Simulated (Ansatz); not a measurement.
# Cost and result for the equilibrium volume of ScAl3

It takes space group Pm-3m (No. 221, cubic). Conventional cell: a = 4.088 Å, b = 4.088 Å, c = 4.088 Å, α = 90.00°, β = 90.00°, γ = 90.00°. Sc (site symmetry m-3m) is surrounded by 12 Al at 2.89 Å. Al (site symmetry 4/mmm) is surrounded by 4 Sc at 2.89 Å and 8 Al at 2.89 Å.

```csv
rung,level,program and potentials,cutoff (eV),k mesh,smearing,core time,chip,equilibrium volume (Å³/atom),miss,notes
LDA,LDA,"Ansatz, Ansatz PAW",420,7 × 7 × 7,fermi-dirac 0.05,2.9 s,Intel Xeon 6975P-C Granite Rapids,16.38,-5.2 %,"potentials made for PBE, which Ansatz adapts in part"
GGA + dispersion,PBEsol+D3(BJ),"Ansatz, Ansatz PAW",420,7 × 7 × 7,fermi-dirac 0.05,3 s,AMD EPYC 9R45 Zen 5,16.23,-6.0 %,"potentials made for PBE, which Ansatz adapts in part"
GGA,RPBE,"Ansatz, Ansatz PAW",420,7 × 7 × 7,fermi-dirac 0.05,3.1 s,Intel Xeon 6975P-C Granite Rapids,17.70,+2.5 %,"potentials made for PBE, which Ansatz adapts in part"
GGA,BLYP,"Ansatz, Ansatz PAW",420,7 × 7 × 7,fermi-dirac 0.05,3.4 s,Intel Xeon 6975P-C Granite Rapids,17.86,+3.4 %,"potentials made for PBE, which Ansatz adapts in part"
GGA,revPBE,"Ansatz, Ansatz PAW",420,7 × 7 × 7,fermi-dirac 0.05,3.5 s,Intel Xeon 6975P-C Granite Rapids,17.60,+1.9 %,"potentials made for PBE, which Ansatz adapts in part"
GGA + dispersion,PBEsol+D4,"Ansatz, Ansatz PAW",420,7 × 7 × 7,fermi-dirac 0.05,3.5 s,AMD EPYC 9R45 Zen 5,16.54,-4.2 %,"potentials made for PBE, which Ansatz adapts in part"
GGA + dispersion,PBEsol+D3(BJ)+ATM,"Ansatz, Ansatz PAW",420,7 × 7 × 7,fermi-dirac 0.05,3.7 s,AMD EPYC 9R45 Zen 5,(a),?,"potentials made for PBE, which Ansatz adapts in part"
GGA + dispersion,BLYP+D3(BJ),"Ansatz, Ansatz PAW",420,7 × 7 × 7,fermi-dirac 0.05,4.6 s,Intel Xeon Platinum 8488C Sapphire Rapids,16.12,-6.7 %,"potentials made for PBE, which Ansatz adapts in part"
GGA + dispersion,revPBE+D3(BJ),"Ansatz, Ansatz PAW",420,7 × 7 × 7,fermi-dirac 0.05,4.9 s,Intel Xeon Platinum 8488C Sapphire Rapids,16.28,-5.7 %,"potentials made for PBE, which Ansatz adapts in part"
GGA + dispersion,revPBE+D4,"Ansatz, Ansatz PAW",420,7 × 7 × 7,fermi-dirac 0.05,4.9 s,Intel Xeon Platinum 8488C Sapphire Rapids,16.62,-3.8 %,"potentials made for PBE, which Ansatz adapts in part"
GGA + dispersion,BLYP+D4,"Ansatz, Ansatz PAW",420,7 × 7 × 7,fermi-dirac 0.05,5.1 s,Intel Xeon Platinum 8488C Sapphire Rapids,(b),?,"potentials made for PBE, which Ansatz adapts in part"
GGA + dispersion,RPBE+D4,"Ansatz, Ansatz PAW",420,7 × 7 × 7,fermi-dirac 0.05,5.4 s,Intel Xeon Platinum 8488C Sapphire Rapids,16.59,-3.9 %,"potentials made for PBE, which Ansatz adapts in part"
GGA + dispersion,PBE+D3(BJ),"Ansatz, Ansatz PAW",420,7 × 7 × 7,fermi-dirac 0.05,6.4 s,Intel Xeon Platinum 8259CL Skylake/Cascade Lake,16.59,-3.9 %,-
GGA + dispersion,PBE+D4,"Ansatz, Ansatz PAW",420,7 × 7 × 7,fermi-dirac 0.05,7.6 s,Intel Xeon Platinum 8259CL Skylake/Cascade Lake,(c),?,-
```

Times are single runs on shared hosts and different chips, so they are rough; meshes, cutoffs and the tasks' sizes weigh on the time. Task: relaxation of cell and atoms. All rows: no spin polarisation. Smearing widths are in eV. For a metal such meshes aren't converged. Meshes are those of the run's cell of 4 atoms unless a note names another. Relaxations start from the cell shown or near it and stop with a little pressure left. The cell shown, of 17.08 Å³ an atom, is the runs' start and not the measured value. Misses use the values as printed. Runs on faulty files, with rough fits or with known faults for this quantity aren't shown. No row holds spin-orbit coupling.

Measured: 17.27 Å³/atom at 300 K (pmc:8067998, doi:10.3390/ma14081837). The runs are for a static lattice.

Q: Estimate the values left out from the other rows.

A: (a) 16.31 Å³/atom, miss -5.6 %; (b) 16.61 Å³/atom, miss -3.8 %; (c) 16.70 Å³/atom, miss -3.3 %.
